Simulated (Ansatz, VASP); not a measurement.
# Cross-check of CrO2 between VASP and Ansatz

One calculation is typed for both programs; each brings its own data sets and cutoff. How far apart do they land? The structure shown is the end of the VASP relaxation below.

Method: plane waves, with VASP 6.6.1 beside it; single point at r2SCAN, in Ansatz 0.2.0.

### 1. Set-up

The cell holds 9 atoms: 6 O and 3 Cr. Cell: a = 2.907 Å, b = 2.957 Å, c = 26.185 Å, α = 90.0°, β = 90.0°, γ = 118.8°. It derives from CrO2. As first built, before any earlier steps moved the atoms: kind sheets cut from a layered crystal; sheets 3. Vacuum lies along c.

### 2. VASP: relaxation, r2SCAN

This run makes the geometry at which the two programs are then compared.

Lines of VASP's logs that name or quote its potential files are left out, and so is its time.

INCAR

```
SYSTEM = CrO2
PREC = Normal
ENCUT = 400
EDIFF = 1E-05
NELM = 120
ISMEAR = 0
SIGMA = 0.05
LREAL = .FALSE.
ALGO = Normal
METAGGA = R2SCAN
LASPH = .TRUE.
NBANDS = 40
ISPIN = 2
MAGMOM = 0 0 0 0 0 0 3 3 3
LMAXMIX = 4
LORBIT = 11
LWAVE = .FALSE.
LCHARG = .FALSE.
KPAR = 4
IBRION = 2
NSW = 40
ISIF = 2
EDIFFG = -0.03
POTIM = 0.4
MAXMIX = 40
IDIPOL = 3
LDIPOL = .TRUE.
DIPOL = 0.5 0.5 0.501
```

POSCAR

```
CrO2
1.0
    2.9065714330      0.0000000000      0.0000000000
   -1.4242118010      2.5917852470      0.0000000000
    0.0000000000      0.0000000000     26.1845153338
O Cr
6 3
Direct
    0.0200582100      0.9932782170      0.7135711730
    0.6712941560      0.3322158270      0.6408999790
    0.3379577100      0.6443662070      0.5388374550
    0.0196365790      0.9900116230      0.4658075350
    0.6830256590      0.3359716580      0.3591000210
    0.3342616050      0.6749092680      0.2864288270
    0.3451266330      0.6632341490      0.6772307910
    0.6799228830      0.3173188110      0.5023453580
    0.0080940820      0.0059275890      0.3227596380
```

KPOINTS

```
Automatic mesh
0
Gamma
9 9 1
0 0 0
```

The projector-augmented-wave data sets are O and Cr (PBE family, release 64).

Run with:

```console
mpirun -np 4 vasp_std
```

Numbers of over 12 decimals in the logs are rounded to 6 here.

Output:

```text
[banner, memory and clock lines left out]
running    4 mpi-ranks, on    1 nodes
 distrk:  each k-point on    1 cores,    4 groups
 distr:  one band on    1 cores,    1 groups

 POSCAR found type information on POSCAR O Cr
 POSCAR found :  2 types and       9 ions
|                                                                             |
|               ----> ADVICE to this user running VASP <----                  |
|                                                                             |
|     You enforced a specific xc type in the INCAR file but a different       |
|     [... a line on the potential file left out ...]
|     I HOPE YOU KNOW WHAT YOU ARE DOING!                                     |
|                                                                             |

 LDA part: xc-table for (None), standard interpolation
 POSCAR, INCAR and KPOINTS ok, starting setup
 FFT: planning ... GRIDC
 FFT: planning ... GRID_SOFT
 FFT: planning ... GRID
 WAVECAR not read
 entering main loop
       N       E                     dE             d eps       ncg     rms          rms(c)
DAV:   1     0.646547188821E+03    0.64655E+03   -0.19171E+04  6560   0.105E+03
DAV:   2     0.349258847308E+02   -0.61162E+03   -0.54582E+03  7456   0.324E+02
DAV:   3    -0.128493424429E+03   -0.16342E+03   -0.15608E+03  9216   0.192E+02
DAV:   4    -0.137817316012E+03   -0.93239E+01   -0.90305E+01  8840   0.540E+01
DAV:   5    -0.138147480734E+03   -0.33016E+00   -0.32883E+00  9504   0.987E+00    0.493E+01
DAV:   6    -0.108146021539E+03    0.30001E+02   -0.12799E+02  9480   0.119E+02    0.534E+01
DAV:   7    -0.102376426363E+03    0.57696E+01   -0.78047E+01  9808   0.158E+02    0.263E+01
DAV:   8    -0.110662566057E+03   -0.82861E+01   -0.10505E+02  8824   0.436E+01    0.417E+01
DAV:   9    -0.101595634349E+03    0.90669E+01   -0.16122E+02  9992   0.448E+01    0.290E+01
DAV:  10    -0.112099050503E+03   -0.10503E+02   -0.63837E+01 10720   0.405E+01    0.534E+01
DAV:  11    -0.908457586046E+02    0.21253E+02   -0.54894E+01  8904   0.329E+01    0.256E+01
DAV:  12    -0.923636458755E+02   -0.15179E+01   -0.27962E+00  8808   0.167E+01    0.160E+01
DAV:  13    -0.943869067448E+02   -0.20233E+01   -0.24990E+00  8816   0.810E+00    0.907E+00
DAV:  14    -0.949050456531E+02   -0.51814E+00   -0.29110E+00  9016   0.670E+00    0.855E+00
[...]
DAV:  34    -0.978896702588E+02   -0.11572E-02   -0.14321E-03 10152   0.385E-01    0.492E-01
DAV:  35    -0.978902221823E+02   -0.55192E-03   -0.21572E-03 10008   0.351E-01    0.170E-01
DAV:  36    -0.978908949228E+02   -0.67274E-03   -0.67689E-04  9464   0.189E-01    0.179E-01
DAV:  37    -0.978909542125E+02   -0.59290E-04   -0.43371E-04 10032   0.162E-01    0.950E-02
DAV:  38    -0.978910948586E+02   -0.14065E-03   -0.72725E-05  8984   0.797E-02    0.829E-02
DAV:  39    -0.978912148051E+02   -0.11995E-03   -0.54805E-05  7880   0.718E-02    0.799E-02
DAV:  40    -0.978912311066E+02   -0.16302E-04   -0.29528E-05  6408   0.499E-02    0.808E-02
DAV:  41    -0.978912269059E+02    0.42008E-05   -0.31269E-05  5216   0.500E-02
   1 F= -.97891227E+02 E0= -.97887305E+02  d E =-.978912E+02  mag=     6.0056
[...]
2 F= -.97988845E+02 E0= -.97984907E+02  d E =-.976183E-01  mag=     5.9991
[...]
3 F= -.98004087E+02 E0= -.98000165E+02  d E =-.112860E+00  mag=     5.9983
[...]
4 F= -.98006776E+02 E0= -.98002835E+02  d E =-.268905E-02  mag=     6.0040
[...]
5 F= -.98007387E+02 E0= -.98003453E+02  d E =-.330091E-02  mag=     6.0009
 curvature:  -1.00 expect dE=-0.128E-03 dE for cont linesearch -0.806E-07
 trial: gam= 0.02279 g(F)=  0.128E-03 g(S)=  0.000E+00 ort = 0.168E-04 (trialstep = 0.128E+01)
 search vector abs. value=  0.131E-03
 bond charge predicted
       N       E                     dE             d eps       ncg     rms          rms(c)
DAV:   1    -0.980073520114E+02    0.39389E-04   -0.29811E-02  7184   0.904E-01    0.662E-02
DAV:   2    -0.980075802706E+02   -0.22826E-03   -0.91024E-04  8968   0.220E-01    0.497E-02
DAV:   3    -0.980076585025E+02   -0.78232E-04   -0.56187E-05  8008   0.649E-02    0.189E-02
DAV:   4    -0.980075979006E+02    0.60602E-04   -0.18142E-05  5632   0.280E-02    0.132E-02
DAV:   5    -0.980076642745E+02   -0.66374E-04   -0.11620E-05  5264   0.292E-02    0.823E-03
DAV:   6    -0.980076187780E+02    0.45497E-04   -0.55190E-06  4856   0.183E-02    0.846E-03
DAV:   7    -0.980076367844E+02   -0.18006E-04   -0.35978E-06  5016   0.139E-02    0.521E-03
DAV:   8    -0.980075897731E+02    0.47011E-04   -0.28696E-06  5024   0.116E-02    0.750E-03
DAV:   9    -0.980076035918E+02   -0.13819E-04   -0.24278E-06  4880   0.104E-02    0.281E-03
DAV:  10    -0.980076133241E+02   -0.97323E-05   -0.25836E-06  4448   0.104E-02
   6 F= -.98007613E+02 E0= -.98003670E+02  d E =-.225862E-03  mag=     5.9998
 trial-energy change:   -0.000226  1 .order   -0.000134   -0.000165   -0.000104
 step:   3.4704(harm=  3.4704)  dis= 0.00341  next Energy=   -98.007611 (dE=-0.223E-03)
 reached required accuracy - stopping structural energy minimisation
```

Parts of OUTCAR (step 2):

```text
ion  position               nearest neighbor table
   1  0.020  0.993  0.714-   7 1.91   7 1.97   7 1.98
   2  0.671  0.332  0.641-   7 1.91   7 1.96   7 1.98
   3  0.338  0.644  0.539-   8 1.93   8 1.94   8 1.99
   4  0.020  0.990  0.466-   8 1.94   8 1.94   8 1.99
   5  0.683  0.336  0.359-   9 1.91   9 1.97   9 1.98
   6  0.334  0.675  0.286-   9 1.91   9 1.96   9 1.98
   7  0.345  0.663  0.677-   1 1.91   2 1.91   2 1.96   1 1.97   2 1.98   1 1.98
   8  0.680  0.317  0.502-   3 1.93   4 1.94   4 1.94   3 1.94   4 1.99   3 1.99
   9  0.008  0.006  0.323-   5 1.91   6 1.91   6 1.96   5 1.97   6 1.98   5 1.98

  LATTYP: Found a simple monoclinic cell.
 ALAT       =     2.9065714330
 B/A-ratio  =     9.0087293354
 C/A-ratio  =     1.0174592689
 COS(beta)  =    -0.4815889868

 Subroutine GETGRP returns: Found  1 space group operations
 (whereof  1 operations were pure point group operations)

The static configuration has the point symmetry C_1 .

 Found     41 irreducible k-points:

   k-points           NKPTS =     41   k-points in BZ     NKDIM =     41   number of bands    NBANDS=     40

   dimension x,y,z NGX =    14 NGY =   14 NGZ =  128
   dimension x,y,z NGXF=    28 NGYF=   28 NGZF=  256

   ENCUT  =  400.0 eV  29.40 Ry    5.42 a.u.   4.74  4.82 42.70*2*pi/ulx,y,z

   NELECT =      54.0000    total number of electrons

 k-points in reciprocal lattice and weights: Automatic mesh
   0.00000000  0.00000000  0.00000000       0.012
   0.11111111  0.00000000  0.00000000       0.025
   0.22222222  0.00000000  0.00000000       0.025
   0.33333333 -0.00000000  0.00000000       0.025
   0.44444444  0.00000000  0.00000000       0.025
   0.00000000  0.11111111  0.00000000       0.025
   0.11111111  0.11111111  0.00000000       0.025
   0.22222222  0.11111111  0.00000000       0.025
   0.33333333  0.11111111  0.00000000       0.025
[...]
-0.22222222  0.44444444  0.00000000       0.025
  -0.11111111  0.44444444  0.00000000       0.025

 dipolmoment           0.000000      0.000000      0.000242 electrons x Angstroem

 average (electrostatic) potential at core
       1 -81.2183       2 -81.2254       3 -81.2140       4 -81.2203       5 -81.2179
       6 -81.2245       7 -55.9948       8 -55.9857       9 -55.9965

 E-fermi :  -2.7479

 spin component 1
 k-point     1 :       0.0000    0.0000    0.0000
  band No.  band energies     occupation
    ...
     26      -4.0870      1.00000
     27      -3.9925      1.00000
     28      -3.9765      1.00000
     29      -3.9709      1.00000
     30      -3.8156      1.00000
     31      -1.9644      0.00000
     32      -1.9185      0.00000
     33      -1.8758      0.00000
     34       1.3443      0.00000
     35       1.3505      0.00000
    ...

 k-point     2 :       0.1111    0.0000    0.0000
  band No.  band energies     occupation
    ...
     26      -3.5416      1.00000
     27      -3.4430      1.00000
     28      -3.4361      1.00000
     29      -3.4286      1.00000
     30      -3.3629      1.00000
     31      -2.0001      0.00000
     32      -1.9446      0.00000
     33      -1.8901      0.00000
     34       0.9787      0.00000
     35       1.0004      0.00000
    ...

 k-point     3 :       0.2222    0.0000    0.0000
  band No.  band energies     occupation
    ...
     26      -3.1417      1.00000
     27      -3.1058      1.00000
     28      -3.0943      1.00000
     29      -3.0790      1.00000
     30      -2.9596      1.00000
     31      -2.2305      0.00000
     32      -2.1799      0.00000
     33      -2.1212      0.00000
     34       0.2611      0.00000
     35       0.3505      0.00000
    ...

 k-point     4 :       0.3333   -0.0000    0.0000
  band No.  band energies     occupation
    ...
     26      -3.2524      1.00000
     27      -3.2372      1.00000
     28      -3.0378      1.00000
     29      -2.9818      1.00000
     30      -2.9192      1.00000
     31      -2.7213      0.22631
     32      -2.6765      0.02178
     33      -2.6221      0.00019
     34       0.0884      0.00000
     35       0.2064      0.00000
    ...

 k-point     5 :       0.4444    0.0000    0.0000
  band No.  band energies     occupation
    ...
     29      -3.3593      1.00000
     30      -3.3352      1.00000
     31      -2.9060      1.00000
     32      -2.8631      0.99944
     33      -2.8123      0.96582
     34       0.3456      0.00000
     35       0.4110      0.00000
     36       0.4879      0.00000
     37       1.1529      0.00000
     38       1.1714      0.00000
    ...

 k-point     6 :       0.0000    0.1111    0.0000
  band No.  band energies     occupation
    ...
     26      -3.5688      1.00000
     27      -3.4639      1.00000
     28      -3.4563      1.00000
     29      -3.4473      1.00000
     30      -3.4264      1.00000
     31      -2.0092      0.00000
     32      -1.9556      0.00000
     33      -1.9017      0.00000
     34       0.9495      0.00000
     35       0.9693      0.00000
    ...

  Total       -6.8843967     -9.9141480     -3.7850074     -0.7679602     -0.0289157      0.0306214
  in kB      -55.9180367    -80.5269830    -30.7434612     -6.2377040     -0.2348660      0.2487203
  external PRESSURE =     -55.7294936 kB  Pullay stress =       0.0000000 kB

  energy-cutoff  :      400.00
  volume of cell :      197.25
      direct lattice vectors                 reciprocal lattice vectors
     2.906571433  0.000000000  0.000000000     0.344047970  0.189057785  0.000000000
    -1.424211801  2.591785247  0.000000000     0.000000000  0.385834436  0.000000000
     0.000000000  0.000000000 26.184515334     0.000000000  0.000000000  0.038190510

 POSITION                                       TOTAL-FORCE (eV/Angst)
 -----------------------------------------------------------------------------------
     -1.38450      2.58079     18.64143         0.008423     -0.000423     -0.019283
      1.50574      0.85534     16.82023        -0.000061      0.000827     -0.020012
      0.07752      1.68554     14.06358        -0.002518      0.006623     -0.000196
     -1.36414      2.55153     12.24165        -0.000514      0.000347     -0.002415
      1.47786      0.87646      9.36596         0.001474     -0.004222      0.020668
      0.03719      1.74315      7.54370        -0.006809     -0.003566      0.018955
      0.06085      1.71849     17.73112         0.002756      0.002102     -0.010951
      1.52191      0.82296     13.15176        -0.000345      0.002199     -0.004549
      0.01598      0.01382      8.45368        -0.002407     -0.003888      0.017784
 -----------------------------------------------------------------------------------
    total drift:                               -0.004880      0.006576      0.044993

  FREE ENERGIE OF THE ION-ELECTRON SYSTEM (eV)
  ---------------------------------------------------
  free  energy   TOTEN  =       -98.0076133241 eV

  energy  without entropy=      -97.9997267218  energy(sigma->0) =      -98.00367002

 reached required accuracy - stopping structural energy minimisation

 vacuum level on the upper side and lower side of the slab         4.636         4.628

 total charge
# of ion       s       p       d       tot
------------------------------------------
    1        1.609   3.452   0.000   5.060
    2        1.609   3.450   0.000   5.060
    3        1.609   3.450   0.000   5.060
    4        1.609   3.451   0.000   5.060
    5        1.609   3.450   0.000   5.059
    6        1.609   3.452   0.000   5.061
    7        0.469   0.853   4.227   5.549
    8        0.468   0.852   4.227   5.547
    9        0.469   0.852   4.227   5.548
--------------------------------------------------
tot         11.060  23.262  12.681  47.003

 magnetization (x)
# of ion       s       p       d       tot
------------------------------------------
    1       -0.001  -0.139   0.000  -0.140
    2       -0.002  -0.142   0.000  -0.143
    3       -0.002  -0.141   0.000  -0.143
    4       -0.002  -0.141   0.000  -0.143
    5       -0.001  -0.140   0.000  -0.142
    6       -0.001  -0.139   0.000  -0.140
    7        0.034   0.022   2.210   2.267
    8        0.034   0.022   2.212   2.268
    9        0.034   0.022   2.210   2.267
--------------------------------------------------
tot          0.092  -0.775   6.633   5.950

[... 6 further parts left out ...]
```

CONTCAR:

```
CrO2
   1.00000000000000
     2.9065714329999999    0.0000000000000000    0.0000000000000000
    -1.4242118010000000    2.5917852469999998    0.0000000000000000
     0.0000000000000000    0.0000000000000000   26.1845153338000003
  O               Cr
     6     3
Direct
     0.0115856003726997    0.9957586410742046    0.7119257687516855
     0.6797557306333138    0.3300191687138707    0.6423731871545553
     0.3453355731473351    0.6503402516082013    0.5370952179410311
     0.0130582650158167    0.9844677953681116    0.4675146688653847
     0.6741551161648544    0.3381691416561443    0.3576907390866351
     0.3423511227348630    0.6725667471591121    0.2880977950069813
     0.3458300117192409    0.6630532567032055    0.6771605509191868
     0.6791965071905289    0.3175275768035465    0.5022723449338782
     0.0081095900213551    0.0053307699135955    0.3228505043406645
```

The magnetic state follows from one typed start and may not be the lowest. The data set Cr keeps the semicore shell frozen, which is cheaper and a little less accurate.

(Continued in part 2 of 2.)

[Lines on the potential files, build, host, timing and source positions are cut from VASP's logs without a mark.]

[Logs are printed without paths, hosts, clocks, repeated set-up lines and the standing remarks that a program may print on its own settings, such as how far it seeks lower states.]

[Hosts, paths, dates, database ids (printed as entryN), source tags and the programs' standing remarks are cut or masked in the printed files.]
